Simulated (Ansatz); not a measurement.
## A series in volume per atom on NbP

Results calculated with Ansatz 0.2.0, not measured. Plane-wave density functional theory, PAW datasets, Gaussian smearing 0.05 eV: one cell in which all forces lie under 0.002 eV/angstrom; stress (xx yy zz yz xz xy) and pressure positive in compression; site moments are of spin alone; formation energy from the elements run alike, uncorrected.

Cell of the first row (space group F-43m, No. 216):
```
CELL_PARAMETERS angstrom
0.00000 2.50290 2.50290
2.50290 0.00000 2.50290
2.50290 2.50290 0.00000
ATOMIC_POSITIONS crystal
Nb 0.00000 0.00000 0.00000
P 0.25000 0.25000 0.25000
```

Settings of every row: paw set soft_2; functional PBEsol; spin treatment none; moment partition spheres; spin axis none; wave cutoff 420 eV; k mesh 10x10x10; SCF start atoms; lower state search light; symmetry use detected.

Atom first moment, atom hubbard u: 0 on all atoms.

Limits of some rows: some atoms lie unusually close (a squeezed, shaken or made-up cell) (row 1).

```csv
row,volume per atom (Å³),pressure (GPa),energy above relaxed cell (meV per atom),formation energy (eV per atom)
1,15.68,62.27,830.47,0.8045
2,17.562,31.13,296.18,0.2702
3,19.669,9.59,40.45,0.0145
4,20.258,5.26,13.37,-0.0126
5,20.68,2.51,3.24,-0.0227
6,21.103,0.02,0,-0.026
7,21.267,-0.88,0.45,-0.0255
8,21.525,-2.23,3,-0.023
9,21.947,?,?,?
```

Question: what pressure and energy above relaxed cell should row 9 give?

Worked fit of pressure. Take u = (V_r/V)^(2/3) − 1 with V_r = 20.469 Å³ an atom, which is twice the finite (Eulerian) strain; such expansions in the strain, on which the Birch-Murnaghan equation of state is built, carry the rest volume and the bulk modulus. The shown rows have u = 0.19445, 0.10751, 0.02693, 0.00693, -0.00681, -0.02013, -0.02517, -0.03298. Least squares give pressure = 3.852 + 199.983 × u + 479.34 × u² + 191.4 × u³ GPa; a parabola predicts inner rows, each left out in turn, worse (root mean square 0.094 against 0.004 GPa). All shown rows lie on it to the printed digit. The pressure vanishes at u = -0.0202, or V = 21.11 Å³ an atom, and there the bulk modulus at fixed shape and fractions is B = −V dP/dV = (2/3)(1 + u) dP/du = 118 GPa. The withheld row has u = -0.04542, so the fit gives 3.852 + 199.983 × (-0.04542) + 479.34 × (-0.04542)² + 191.4 × (-0.04542)³ = -4.26 GPa.

The calculation gave -4.28 GPa. The fit lies 0.02 GPa (0.03 % of the column's range) above it; its largest miss of a shown row is 0.00 GPa. This row lies beyond the range of the fit.

Worked fit of energy above relaxed cell. Take u = (V_r/V)^(2/3) − 1 with V_r = 20.469 Å³ an atom, which is twice the finite (Eulerian) strain; such expansions in the strain, on which the Birch-Murnaghan equation of state is built, carry the rest volume and the bulk modulus. The shown rows have u = 0.19445, 0.10751, 0.02693, 0.00693, -0.00681, -0.02013, -0.02517, -0.03298. Least squares give energy above relaxed cell = 7.381 + 737.487 × u + 18310.38 × u² − 1719.7 × u³ meV per atom; a parabola predicts inner rows, each left out in turn, worse (root mean square 0.86 against 0.17 meV per atom). The rows lie off it by 0.00, 0.01, -0.04, 0.00, 0.03, 0.03, 0.00, -0.04, a smooth pattern that one more power would take up: the form is only approximate. Its lowest point lies at u = -0.0201, or V = 21.1 Å³ an atom, and the curvature there gives the bulk modulus at fixed shape and fractions, B = (4/9)(1 + u)² E″(u)/V = 119 GPa. The withheld row has u = -0.04542, so the fit gives 7.381 + 737.487 × (-0.04542) + 18310.38 × (-0.04542)² − 1719.7 × (-0.04542)³ = 11.82 meV per atom.

The calculation gave 11.65 meV per atom. The fit lies 0.17 meV per atom (1.5 % of the value, 0.02 % of the column's range) above it; its largest miss of a shown row is 0.04 meV per atom. This row lies beyond the range of the fit.

The other values of row 9: formation energy -0.0143 eV per atom.
